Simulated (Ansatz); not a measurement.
**Zone-centre phonons of CaF2 at 6 GPa: input and output**

All numbers below come from DFT PBEsol, scalar-relativistic, plane waves, PAW (Ansatz 0.2.0).

Launched with:
```bash
ansatz run input.yaml --threads 1 --pin off --max-ram 3072MiB --backend cpu --events-out ev --progress --plain --runs-dir out
```

Input (bare energies are in eV):
```yaml
crystal:
  lattice:
    - [0.0, 2.6562302305, 2.6562302305]
    - [2.6562302305, 0.0, 2.6562302305]
    - [2.6562302305, 2.6562302305, 0.0]
  atoms:
    - { symbol: Ca, position: [0.0, 0.0, 0.0] }
    - { symbol: F, position: [0.25, 0.25, 0.25] }
    - { symbol: F, position: [0.75, 0.75, 0.75] }
basis:
  ecutwfc: 420
kpoints:
  mp_grid: { grid: [8, 8, 8] }
hamiltonian:
  xc: pbesol
scf:
  occupations: { method: fixed }
output:
  eigenvalues: true
phonons:
  method: dfpt
  dielectric: true
  rigid_motions: translations
  eigenvectors: true
```

The end of the output:
```
--- Phonons (Γ-DFPT): 2 representative perturbations + reference, on 95 of 512 k-points (Σ response iterations 8) ---
  k mesh reduced under 4 symmetry operations, with k and −k counted as one. Each operation leaves every solved perturbation unchanged. A smaller set is not considered because the run solves the response ...
  ASR residual: 1.071e-4 → 0.000e0 eV/Å²; symmetrization residual: 6.643e-7 eV/Å²
  ASR residual per site (eV/Å²): 8.23e-6 1.07e-4 1.07e-4
  Γ frequencies (cm⁻¹): 0.00 0.00 0.00 290.84 290.84 290.84 350.98 350.98 350.98
  ε∞ (high-frequency dielectric tensor):
        2.366054    -0.000000    -0.000000
        0.000000     2.366054     0.000000
        0.000000     0.000000     2.366054
  ε⁰ (static dielectric tensor: ions relaxed, cell fixed):
        6.908511     0.000000     0.000000
        0.000000     6.908511     0.000000
        0.000000     0.000000     6.908511
  ε⁰ − ε∞ (ionic part):
        4.542457     0.000000     0.000000
        0.000000     4.542457     0.000000
        0.000000     0.000000     4.542457
  softest optical mode at Γ: 290.84 cm⁻¹; the repairs (sum rule, projections) moved no ω² at Γ by more than (1.27 cm⁻¹)²
  Born effective charges Z* (e; rows j = field, columns β = displacement):
    site 0:
         2.38929   -0.00000    0.00000
         0.00000    2.38929   -0.00000
         0.00000    0.00000    2.38929
    site 1:
        -1.19465    0.00000   -0.00000
         0.00000   -1.19465    0.00000
         0.00000   -0.00000   -1.19465
    site 2:
        -1.19465    0.00000   -0.00000
         0.00000   -1.19465    0.00000
         0.00000   -0.00000   -1.19465
  Z* charge neutrality: 1.484e-5 e pre-enforcement
  k-mesh period / interband length: 30.1 Å / 0.86 Å = 35.03 at k = (0.0000, 0.0000, 0.0000), direct gap 7.879 eV — 14 or more, which is no proof of convergence
  optical modes at Γ without the LO–TO term, one row a degenerate level:
      ω (cm⁻¹) modes IR ((D/Å)²/amu)
        290.84      3            20.2572
        350.98      3             0.0000
  optical modes at Γ + LO–TO along q̂ = [1.0000, 0.0000, 0.0000]:
      ω (cm⁻¹) modes IR ((D/Å)²/amu)
        290.84      2            13.5048
        350.98      3             0.0000
        496.97      1             6.7524
  optical modes at Γ + LO–TO along q̂ = [0.0000, 1.0000, 0.0000]:
      ω (cm⁻¹) modes IR ((D/Å)²/amu)
        290.84      2            13.5048
        350.98      3             0.0000
        496.97      1             6.7524
  optical modes at Γ + LO–TO along q̂ = [0.0000, 0.0000, 1.0000]:
      ω (cm⁻¹) modes IR ((D/Å)²/amu)
        290.84      2            13.5048
        350.98      3             0.0000
        496.97      1             6.7524
```

The run took 32 s on 1 thread of Arm Neoverse V1 (shared host), peak memory 0.5 GiB.